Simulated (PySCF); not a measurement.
Molecule: `InChI=1S/C4H6/c1-2-4-3-1/h1-2H,3-4H2`.

Bonds (- single, = double, # triple, : aromatic): C1=C2, C2-C3, C3-C4, C4-C1. C1 carries H5; C2 carries H6; C3 carries H7, H8; C4 carries H9, H10.

Frames of a GFN2-xTB Langevin trajectory at 400 K; GIAO PBE0/pcSseg-1 shieldings in PySCF 2.14, gas phase, non-relativistic; equivalent atoms averaged within each frame.

δ = σ(ref) − σ, references computed at the same level: ¹³C (σref 186.93) and ¹H (σref 31.72) vs TMS. The references are static minima.

Q: How do the shifts (ppm) fluctuate along the trajectory?

A: 
```csv
time (fs),C1/C2,C3/C4,H5/H6,H7/H8/H9/H10
optimised geometry,145.8,32.8,6.29,2.65
250,153.5,35.2,6.18,3.34
425,143.8,33.5,6.15,2.72
625,152.8,37.7,6.74,3.11
800,149.5,39.4,7.16,3.54
1000,155.0,32.3,7.14,3.24
mean of frames,150.9,35.6,6.67,3.19
standard deviation,4.4,2.9,0.49,0.31
```

5 frames give an uncertainty of the mean of about the standard deviation over 2.2 at best, since frames this close in time may not be independent; classical motion lacks zero-point vibration, and the reference would need the same averaging.
